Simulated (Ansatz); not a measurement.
**BP under changes of volume**

One of the cells (11.682 Å³/atom); the others are scaled copies at fixed shape and fractional positions:

```xyz
2
Lattice="0.0000 2.2690 2.2690 2.2690 0.0000 2.2690 2.2690 2.2690 0.0000" Properties=species:S:1:pos:R:3 pbc="T T T"
P     3.4035    3.4035    3.4035
B     0.0000    0.0000    0.0000
```

```yaml
Program: Ansatz 0.2.0
Functional: PBE
Potentials_or_basis: Ansatz PAW
Cutoff: "420 eV (not typed: the program's choice for these potentials)"
k_mesh: 10 × 10 × 10
Occupations: fermi-dirac, width 0.05 eV
Spin: no spin polarisation
```

```tsv
volume (Å³/atom)	energy over the lowest point (meV/atom)	pressure (GPa)	gap on the mesh (eV)
10.981	29.02	12.7	1.16
11.214	13.65	8.5	1.19
11.448	4.17	4.6	1.22
11.682	0.00	1.1	1.24
11.915	0.71	-2.0	1.27
12.149	5.82	-4.9	1.30
12.383	?	?	?
```

What does the run at 12.383 Å³/atom give?

Energy over the lowest point 14.93 meV/atom; pressure -7.5 GPa; gap on the mesh 1.32 eV.

Worked out: A Birch-Murnaghan fit of order 3 (a polynomial in V^(-2/3)) to the other rows has its minimum at 11.76 Å³/atom with B0 = V·E''(V) = 162 GPa and B' = 3.9. It gives 14.93 meV/atom at 12.383 Å³/atom, against the run's 14.93, and -dE/dV = -7.5 GPa, against -7.5. A straight line through the other rows of the gap, of slope 1.36 eV per unit of ln V, extrapolates to 1.32 eV, against the run's 1.32.

Energies are extrapolated to zero smearing.

A mesh can miss the band edges.
